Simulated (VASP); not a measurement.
# Bi (C2/m) in VASP: further runs

The runs below take Bi through single point, with PBE.

All numbers are computed with VASP 6.6.1; they aren't measurements. Logs are shortened: lines on timing, memory, paths and dates and some standing lists are left out, and cuts for length are marked.

### 1 The structure

It takes space group C2/m (No. 12, monoclinic). The conventional cell has a = 6.977 Å, b = 6.265 Å, c = 3.359 Å, α = 90.00°, β = 112.04°, γ = 90.00°. Bi (site symmetry m) has 6 Bi at 3.21 to 3.45 Å as nearest neighbours.

This isn't the form of Bi at room conditions, which is rhombohedral.

### 2 Single point, PBE

INCAR reads:

```
SYSTEM = Bi
ADDGRID = .False.
ALGO = Normal
EDIFF = 1E-4
ENCUT = 460
GGA = PE
ISIF = 2
ISMEAR = 1
LASPH = .True.
LCHARG = .False.
LREAL = .False.
LWAVE = .False.
NBANDS = 22
NELM = 100
PREC = Accurate
SIGMA = 0.15
```

KPOINTS reads:

```
k-points
0
Gamma
  4 4 6
  0 0 0
```

POSCAR reads:

```
Bi
1.0
    3.4885980000     -3.1325780000      0.0000000000
    3.4885980000      3.1325780000      0.0000000000
   -1.2602350000      0.0000000000      3.1135500000
Bi
2
Direct
    0.7530610000      0.7530610000      0.8573820000
    0.2469390000      0.2469390000      0.1426180000
```

Potentials or basis: VASP PAW PBE potentials, release 64 (Bi_d).

On the command line:

```bash
$ cat potpaw_PBE.64/Bi_d/POTCAR > POTCAR
$ mpirun -np 1 vasp_std > vasp.out
```

OUTCAR:

```text
SYSTEM = Bi
   EDIFF = 1E-4
   ENCUT = 460
   GGA = PE
   ISIF = 2
   ISMEAR = 1
   LASPH = .True.
   LREAL = .False.
   NELM = 100
   PREC = Accurate

 Found     34 irreducible k-points:

 Following reciprocal coordinates:
            Coordinates               Weight
  0.000000  0.000000  0.000000      1.000000
  0.250000  0.000000 -0.000000      4.000000
  0.500000  0.000000 -0.000000      2.000000
  0.250000  0.250000 -0.000000      2.000000
  0.500000  0.250000  0.000000      4.000000
 -0.250000  0.250000  0.000000      2.000000
   k-points           NKPTS =     34   k-points in BZ     NKDIM =     34   number of bands    NBANDS=     22
   number of dos      NEDOS =    301   number of ions     NIONS =      2
   total plane-waves  NPLWV =  31104
   dimension x,y,z NGX =    36 NGY =   36 NGZ =   24
   dimension x,y,z NGXF=    72 NGYF=   72 NGZF=   48
   ions per type =               2
   NGX,Y,Z   is equivalent  to a cutoff of  12.76, 12.76, 11.88 a.u.
   NGXF,Y,Z  is equivalent  to a cutoff of  25.53, 25.53, 23.76 a.u.
 SYSTEM =  Bi
   PREC   = accura    normal or accurate (medium, high low for compatibility)
   ISTART =      0    job   : 0-new  1-cont  2-samecut
   ICHARG =      2    charge: 1-file 2-atom 10-const
   ISPIN  =      1    spin polarized calculation?
   LNONCOLLINEAR =      F non collinear calculations
   LSORBIT =      F    spin-orbit coupling
   LASPH  =      T    aspherical Exc in radial PAW
   ENCUT  =  460.0 eV  33.81 Ry    5.81 a.u.   8.20  8.20  5.87*2*pi/ulx,y,z
   NELM   =    100;   NELMIN=  2; NELMDL= -5     # of ELM steps
   EDIFF  = 0.1E-03   stopping-criterion for ELM
   LREAL  =      F    real-space projection
   EDIFFG = 0.1E-02   stopping-criterion for IOM
   NSW    =      0    number of steps for IOM
   IBRION =     -1    ionic relax: 0-MD 1-quasi-New 2-CG
   NFREE  =      0    steps in history (QN), initial steepest desc. (CG)
   ISIF   =      2    stress and relaxation
   ISYM   =      2    0-nonsym 1-usesym 2-fastsym
   POTIM  = 0.5000    time-step for ionic-motion
   TEBEG  =    0.0;   TEEND  =   0.0 temperature during run
   PSTRESS=    0.0 pullay stress
   NELECT =      30.0000    total number of electrons
   NUPDOWN=      -1.0000    fix difference up-down
   EMIN   =  10.00;   EMAX   =-10.00  energy-range for DOS
   EFERMI =   0.00;   METHOD = LEGACY
   ISMEAR =     1;   SIGMA  =   0.15  broadening in eV -4-tet -1-fermi 0-gaus
   EFERMI_NEDOS =   21; number of points for ismear=-14 and -15
   IALGO  =     38    algorithm
   IMIX   =      4    mixing-type and parameters
     AMIX     =   0.40;   BMIX     =  1.00
     AMIX_MAG =   1.60;   BMIX_MAG =  1.00
  volume/ion in A,a.u.               =      34.03       229.62
  Fermi-wavevector in a.u.,A,eV,Ry     =   1.245955  2.354514 21.121737  1.552404
  Thomas-Fermi vector in A             =   2.380154
   LORBIT       =      0    0 simple, 1 ext, 2 COOP (PROOUT), +10 PAW based schemes
   GGA     = PE    functional components
   LHFCALC =     F    Hartree Fock is set to
   AEXX    =    0.0000 exact exchange contribution
   IVDW    =     0    specifies the selected vdW correction
   LEPSILON=     F    determine dielectric tensor
   LRPA    =     F    only Hartree local field effects (RPA)
 non-spin polarized calculation
 Methfessel and Paxton  Order N= 1 SIGMA  =   0.15
  energy-cutoff  :      460.00
  volume of cell :       68.05
 maximum number of plane-waves:      1540
 NGX is ok and might be reduce to    36
   NGX = 17   NGY = 17   NGZ = 11

 number of electron      29.9999993 magnetization

 Free energy of the ion-electron system (eV)
  ---------------------------------------------------
  ext. energy  EPLUGINS =         0.00000000
  ---------------------------------------------------
  free energy    TOTEN  =        -7.70373466 eV

  energy without entropy =       -7.70287904  energy(sigma->0) =       -7.70344945

 E-fermi :   6.7236     XC(G=0):  -9.7829

 val. band max:        6.7171235144   @ k =   0.0000   0.0000   0.3333
 cond. band min:       6.8037589207   @ k =   0.5000   0.5000   0.1667
 fundamental gap:      0.0866354063
 Fermi energy:         6.7236214794

 k-point     1 :       0.0000    0.0000    0.0000
  band No.  band energies     occupation
      1     -16.1969      2.00000
      2     -16.1837      2.00000
      3     -16.1404      2.00000
      4     -16.0999      2.00000
      5     -16.0313      2.00000
      6     -16.0048      2.00000
[... 14 lines left out ...]
     21      14.9969      0.00000
     22      15.4744      0.00000

 k-point     2 :       0.2500    0.0000   -0.0000
  band No.  band energies     occupation
      1     -16.1872      2.00000
      2     -16.1699      2.00000
      3     -16.1432      2.00000
      4     -16.0755      2.00000
      5     -16.0285      2.00000
      6     -16.0091      2.00000
[... 14 lines left out ...]
     21      15.6565      0.00000
     22      16.5666      0.00000

 k-point     3 :       0.5000    0.0000   -0.0000
  band No.  band energies     occupation
      1     -16.1901      2.00000
      2     -16.1670      2.00000
      3     -16.0975      2.00000
      4     -16.0530      2.00000
      5     -16.0324      2.00000
      6     -16.0046      2.00000
[... 14 lines left out ...]
     21      15.3760      0.00000
     22      15.8102      0.00000

 k-point     4 :       0.2500    0.2500   -0.0000
  band No.  band energies     occupation
      1     -16.1864      2.00000
      2     -16.1712      2.00000
      3     -16.1039      2.00000
      4     -16.0589      2.00000
      5     -16.0286      2.00000
      6     -16.0178      2.00000
[... 14 lines left out ...]
     21      15.6661      0.00000
     22      16.9363      0.00000

 k-point     5 :       0.5000    0.2500    0.0000
  band No.  band energies     occupation
      1     -16.1898      2.00000
      2     -16.1751      2.00000
      3     -16.0727      2.00000
      4     -16.0341      2.00000
      5     -16.0244      2.00000
      6     -16.0049      2.00000
[... 14 lines left out ...]
     21      15.9184      0.00000
     22      16.4162      0.00000

 k-point     6 :      -0.2500    0.2500    0.0000
  band No.  band energies     occupation
      1     -16.1914      2.00000
      2     -16.1687      2.00000
      3     -16.1340      2.00000
      4     -16.0547      2.00000
      5     -16.0149      2.00000
      6     -16.0057      2.00000
[... 14 lines left out ...]
     21      15.4172      0.00000
     22      15.4681      0.00000

 [... further k-points ...]
[... 5 lines left out ...]
  --------------------------------------------------------------------------------------
  -------------------------------------------------------------------------------------
  Total        0.3902126     -0.3077297     -0.2858942      0.0000000      0.0000000      0.1025255
  in kB        9.1869885     -7.2450481     -6.7309650      0.0000000      0.0000000      2.4138147
  external PRESSURE =      -1.5963415 kB  Pullay stress =       0.0000000 kB

 VOLUME and BASIS-vectors are now :
 -----------------------------------------------------------------------------
  energy-cutoff  :      460.00
  volume of cell :       68.05
      direct lattice vectors                 reciprocal lattice vectors
     3.488598000 -3.132578000  0.000000000     0.143324052 -0.159612945  0.058011590
     3.488598000  3.132578000  0.000000000     0.143324052  0.159612945  0.058011590
    -1.260235000  0.000000000  3.113550000     0.000000000  0.000000000  0.321176792

 POSITION                                       TOTAL-FORCE (eV/Angst)
 -----------------------------------------------------------------------------------
      4.17375      0.00000      2.66950         0.039167      0.000000      0.104364
      1.54321      0.00000      0.44405        -0.039167      0.000000     -0.104364
 -----------------------------------------------------------------------------------
    total drift:                               -0.000000      0.000000      0.000000

  FREE ENERGIE OF THE ION-ELECTRON SYSTEM (eV)
  ---------------------------------------------------
  free  energy   TOTEN  =        -7.7037346560 eV

  energy  without entropy=       -7.7028790421  energy(sigma->0) =       -7.70344945
```

It took 14 s on 1 thread of Intel Xeon 6975P-C (Granite Rapids), shared host; peak memory 0.18 GiB.

The run converged, but some of its settings lie outside the range that counts as converged, so its numbers aren't taken as properties of the crystal.

Results:

```
Free energy            : -7.7037 eV
Pressure               : -0.2 GPa
Largest force          : 0.111 eV/Å
Band gap on the k mesh : none (metal or under the smearing width)
```

Caveat: spin-orbit coupling is left out, which moves the levels of the heavy elements.

### 3 Single point, PBE

INCAR: that of step 2 with these lines changed.

```diff
@@ -3,3 +3,3 @@
 ALGO = Normal
-EDIFF = 1E-4
+EDIFF = 1E-5
 ENCUT = 460
```

KPOINTS is that of step 2.

POSCAR is that of step 2.

Potentials or basis: VASP PAW PBE potentials, release 64 (Bi_d).

On the command line:

```bash
$ cat potpaw_PBE.64/Bi_d/POTCAR > POTCAR
$ mpirun -np 1 vasp_std > vasp.out
```

Wall time 13 s (1 thread of Intel Xeon 6975P-C (Granite Rapids), shared host); peak memory 0.18 GiB.

The run converged, but some of its settings lie outside the range that counts as converged, so its numbers aren't taken as properties of the crystal.

Results:

| Item | Value |
| --- | --- |
| Free energy | -7.7037 eV |
| Pressure | -0.2 GPa |
| Largest force | 0.112 eV/Å |
| Band gap on the k mesh | none (metal or under the smearing width) |

Caveat: spin-orbit coupling is left out, which moves the levels of the heavy elements.
